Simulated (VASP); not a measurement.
## PbF2 (Fluorocronite) under changes of volume

One of the cells (17.701 Å³/atom); the others are scaled copies at fixed shape and fractional positions:

```
CELL_PARAMETERS angstrom
0.00000 2.98329 2.98329
2.98329 0.00000 2.98329
2.98329 2.98329 0.00000
ATOMIC_POSITIONS crystal
Pb 0.00000 0.00000 0.00000
F 0.75000 0.75000 0.75000
F 0.25000 0.25000 0.25000
```

* Program: VASP 6.6.1
* Functional: PBEsol
* Potentials or basis: VASP PAW PBE potentials, release 64 (Pb_d, F)
* Cutoff: 520 eV
* k mesh: 8 × 8 × 8
* Occupations: fermi-dirac, width 0.05 eV
* Spin: no spin polarisation

| volume (Å³/atom) | energy over the lowest point (meV/atom) | pressure (GPa) | gap on the mesh (eV) |
| --- | --- | --- | --- |
| 16.313 | ? | ? | ? |
| 16.660 | 2.97 | 1.9 | 4.29 |
| 17.007 | 0.00 | 0.2 | 4.30 |
| 17.701 | 4.09 | -2.6 | 4.31 |
| 18.048 | 10.41 | -3.8 | 4.31 |
| 18.395 | 19.28 | -4.9 | 4.30 |

Question: What does the run at 16.313 Å³/atom give?

Answer: Energy over the lowest point 9.93 meV/atom; pressure 3.8 GPa; gap on the mesh 4.28 eV.

Worked out: A Birch-Murnaghan fit of order 3 (a polynomial in V^(-2/3)) to the other rows has its minimum at 17.13 Å³/atom with B0 = V·E''(V) = 76 GPa and B' = 4.3. It gives 9.77 meV/atom at 16.313 Å³/atom, against the run's 9.93, and -dE/dV = 4.1 GPa, against 3.8. A parabola through the other rows of the gap, of slope 0.964 eV per unit of ln V there, extrapolates to 4.27 eV, against the run's 4.28.

Energies are extrapolated to zero smearing.

Caveats: the PAW data sets were made with another functional, which shifts forces and pressure a little; spin-orbit coupling is left out, which as a rule narrows the gap of such compounds by several tenths of an eV.

A mesh can miss the band edges.
